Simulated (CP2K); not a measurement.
Crystal: Br.

```
Br
1.0
     4.08726    0.00000    0.00000
     1.44772    3.82228    0.00000
     0.00000    0.00000    8.70230
Br
4
Direct
  0.36510 0.63490 0.39010
  0.13490 0.86510 0.89010
  0.63490 0.36510 0.60990
  0.86510 0.13490 0.10990
```

Base run:

| Item | Value |
| --- | --- |
| Program | CP2K 2026.2 |
| Functional | PBE |
| Potentials or basis | POTENTIAL_UZH Br GTH-PBE-q7; TZVP-MOLOPT-PBE-GTH basis |
| Density cutoff | 6123 eV |
| k mesh | 7 × 7 × 3 |
| Occupations | fermi-dirac, width 0.1 eV |
| Spin | no spin polarisation |

Its results: band gap on the k mesh 1.77 eV, indirect (least direct gap 1.79 eV); pressure 2.2 GPa; largest force 1.111 eV/Å.

Task: The run is repeated on the same cell with these changes: functional from PBE to PBEsol. What comes out?

Result: Band gap on the k mesh 1.71 eV, indirect (least direct gap 1.72 eV); pressure 0.8 GPa; largest force 1.144 eV/Å.

PBEsol binds more tightly than PBE, so the same cell stands under less pressure.

Caveats: the basis of atomic orbitals isn't converged, which shifts pressures, moduli and gaps; forces of over 1 eV/Å show positions far from the minimum, so gaps and moduli don't describe the material at rest (some runs); the potentials were made for another functional, which shifts forces and pressure (some runs).
